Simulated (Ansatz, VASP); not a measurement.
## One calculation of BN, two programs

```xyz
4
Lattice="2.5539 0.0000 0.0000 -1.2770 2.2118 0.0000 0.0000 0.0000 4.2269" Properties=species:S:1:pos:R:3 pbc="T T T"
B     1.2770    0.7373    4.2257
B     0.0000    1.4745    2.1123
N     1.2770    0.7373    2.5430
N     0.0000    1.4745    0.5295
```

Alike in both runs: task single point; functional r2SCAN; k mesh 12 × 12 × 6; occupations gaussian, width 0.05 eV; no spin polarisation.

|  | VASP | Ansatz |
| --- | --- | --- |
| version | VASP 6.6.1 | Ansatz 0.2.0 |
| potentials or method | VASP PAW PBE potentials, release 64 (B, N) | scalar-relativistic, plane waves, PAW |
| plane-wave cutoff (eV) | 520 | 500 |
| valence electrons in the cell | 16 | 16 |

Ansatz gave:

```
gap on the k mesh at the Fermi level (eV)       : 6.03
least direct gap on the mesh (eV)               : 8.42
pressure (GPa)                                  : -2.5
largest component of the traceless stress (GPa) : 1.85
rms of the force components (eV/Å)              : 1.146
```

Problem. What did VASP give for the same quantities?

Solution. gap on the k mesh at the Fermi level (eV): 5.99; least direct gap on the mesh (eV): 8.41; pressure (GPa): -1.5; largest component of the traceless stress (GPa): 1.66; rms of the force components (eV/Å): 1.148.

Atom by atom the forces differ by 0.007 eV/Å (rms over components).

Caveats: the PAW data sets were made with another functional, which shifts forces and pressure a little (VASP). A k mesh can miss the band edges.
